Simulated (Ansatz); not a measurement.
Computed with DFT PBE, scalar-relativistic, plane waves, PAW (Ansatz 0.2.0). Settings: cutoff 420 eV, Γ-centred meshes spaced at most about 0.3 Å⁻¹, and about 0.25 Å⁻¹ or finer for metals (2π included), Gaussian smearing. No spin polarisation in the final relaxations.

All energies are static (0 K, no zero-point motion).

Compare these two cells of In2GaP3, each relaxed at this level.

A.

```
CELL_PARAMETERS angstrom
-1.92234 1.92234 8.11862
1.92234 -1.92234 8.11862
1.92234 1.92234 -8.11862
ATOMIC_POSITIONS crystal
In 0.66659 0.66659 0.00000
In 0.33341 0.33341 0.00000
Ga 0.00000 0.00000 0.00000
P 0.16101 0.16101 0.00000
P 0.83899 0.83899 0.00000
P 0.50000 0.50000 0.00000
```

B.

```
CELL_PARAMETERS angstrom
3.83404 0.00000 0.00000
-1.91702 3.32037 0.00000
0.00000 0.00000 9.35809
ATOMIC_POSITIONS crystal
In 0.66667 0.33333 0.82633
In 0.33333 0.66667 0.17367
Ga 0.00000 0.00000 0.50000
P 0.33333 0.66667 0.64819
P 0.66667 0.33333 0.35181
P 0.00000 0.00000 0.00000
```

Question: Which would you expect to be lower, and how large is the difference?

Answer: B is lower, by 19 meV/atom. A has In and Ga ordered on rock salt sites, space group I4/mmm (No. 139), 20.0 Å³/atom and no gap on its mesh; B has In and Ga ordered on rock salt sites, space group P-3m1 (No. 164), 19.9 Å³/atom and no gap. In A, In has 6 P at 2.71–2.80 Å; Ga has 6 P at 2.61–2.72 Å; around P on a site of symmetry 4mm lie 1 Ga at 2.61 Å and 5 In at 2.72–2.80 Å; 1 more site not described. In B, In is surrounded by 6 P at 2.75–2.77 Å; Ga is surrounded by 6 P at 2.61 Å; P on a site of symmetry 3m has 3 Ga at 2.61 Å and 3 In at 2.77 Å; 1 more site not described. Both come from invented guesses. A third cell relaxed alike, in I-4m2, lies 293 meV/atom below the lower of the two.

Cells relaxed within their symmetry can be saddle points.
